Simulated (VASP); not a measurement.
Runs of VASP 6.6.1 on Os. The structure is cubic, space group Im-3m (No. 229). Conventional cell: a = 3.037 Å, b = 3.037 Å, c = 3.037 Å, α = 90.00°, β = 90.00°, γ = 90.00°. Os (site symmetry m-3m) is surrounded by 8 Os at 2.63 Å. This isn't the form of Os at room conditions, which is hcp.

```tsv
task	level	potentials or basis	cell	k mesh	cutoff (eV)	mesh quality	gap on the mesh (eV)	pressure (GPa)	relaxed volume (Å³/atom)
relaxation of cell and atoms	PBE	VASP PAW PBE potentials, release 64 (Os)	relaxed	20 × 20 × 20	600	not flagged	none	0.0	14.78
relaxation of cell and atoms	PBEsol	VASP PAW PBE potentials, release 64 (Os)	relaxed	8 × 8 × 8	600	coarse	none	0.0	14.37
relaxation of cell and atoms	LDA	VASP PAW LDA potentials, release 64 (Os)	relaxed	20 × 20 × 20	600	not flagged	none	0.0	14.19
relaxation of cell and atoms	PBEsol	VASP PAW PBE potentials, release 64 (Os)	relaxed	20 × 20 × 20	300	not flagged	none	0.0	14.33
relaxation of cell and atoms	PBEsol	VASP PAW PBE potentials, release 64 (Os)	relaxed	20 × 20 × 20	580	not flagged	none	0.0	14.38
relaxation of cell and atoms	RPBE	VASP PAW PBE potentials, release 64 (Os)	relaxed	20 × 20 × 20	600	not flagged	none	0.0	(a)
single point	PBEsol	VASP PAW PBE potentials, release 64 (Os)	as given	20 × 20 × 20	520	not flagged	none	(b)	-
relaxation of cell and atoms	PBE+D3(BJ)	VASP PAW PBE potentials, release 64 (Os)	relaxed	20 × 20 × 20	600	not flagged	none	0.0	14.50
relaxation of cell and atoms	PBEsol	VASP PAW PBE potentials, release 64 (Os)	relaxed	20 × 20 × 20	600	not flagged	none	0.0	14.38
```

Alike in all rows: no spin polarisation; smearing gaussian 0.1 eV.

Estimate the missing entries.

(a) 14.93; (b) 11.2.

Caveats: some runs use coarse meshes; the PAW data sets were made with another functional, which shifts forces and pressure a little (some runs); pairwise dispersion overbinds metals, which lowers pressure and volume (some runs).

A k mesh can miss the band edges, and the runs leave out spin-orbit coupling on Os.

A gap of «none» marks a metal or a gap under the smearing width.

Not every run made on this cell is shown here.
